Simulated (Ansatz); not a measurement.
CaSe: computed DOS

```
Ca Se
1.0
     0.00000    2.95600    2.95600
     2.95600    0.00000    2.95600
     2.95600    2.95600    0.00000
Ca Se
1 1
Direct
  0.00000 0.00000 0.00000
  0.50000 0.50000 0.50000
```

The cell is COD entry 1010880, as deposited and not checked against the literature; nothing was relaxed. It is an old determination, and later ones may differ.

Method: DFT, PBE, all-electron LAPW, scalar-relativistic in Ansatz 0.2.0.

Sampling and basis: a Γ-centred 7×7×7 k mesh, Fermi–Dirac smearing of 0.01 eV, basis error target 1 meV/atom, no spin polarisation.

States per eV and cell, averaged over 0.4 eV, from -3.4 to 3.2 eV, with energies (bin centres) from the valence-band top; empty bins are left out. The partial columns, the largest 2 alone, are projections on Löwdin-orthogonalised atomic shells (those that the program's projection atoms carry: the occupied ones and, for some elements, an empty d or f shell; other empty shells have no column), summed over atoms of an element. Weights on diffuse s and p shells depend on that basis and aren't pure angular character.

| E (eV) | total | Se 4p | Ca 4s |
| --- | --- | --- | --- |
| -3.3 | 0.11 | 0.08 | 0.02 |
| -2.9 | 1.15 | 0.89 | 0.21 |
| -2.5 | 2.86 | 2.40 | 0.32 |
| -2.1 | 0.84 | 0.72 | 0.06 |
| -1.7 | 1.79 | 1.64 | 0.03 |
| -1.3 | 5.04 | 4.68 | 0.05 |
| -0.9 | 2.42 | 2.27 | 0.01 |
| -0.5 | 0.71 | 0.67 | 0.00 |
| -0.1 | 0.08 | 0.08 | 0.00 |
| 2.3 | 0.13 | 0.00 | 0.00 |
| 2.7 | 0.40 | 0.01 | 0.00 |
| 3.1 | 0.65 | 0.01 | 0.01 |

(1) Which of the resolved shells contributes most in the top eV of the valence band?

Results:

(1) Se 4p, with 94 % of all states there; Ca 3p follows with 0 %.
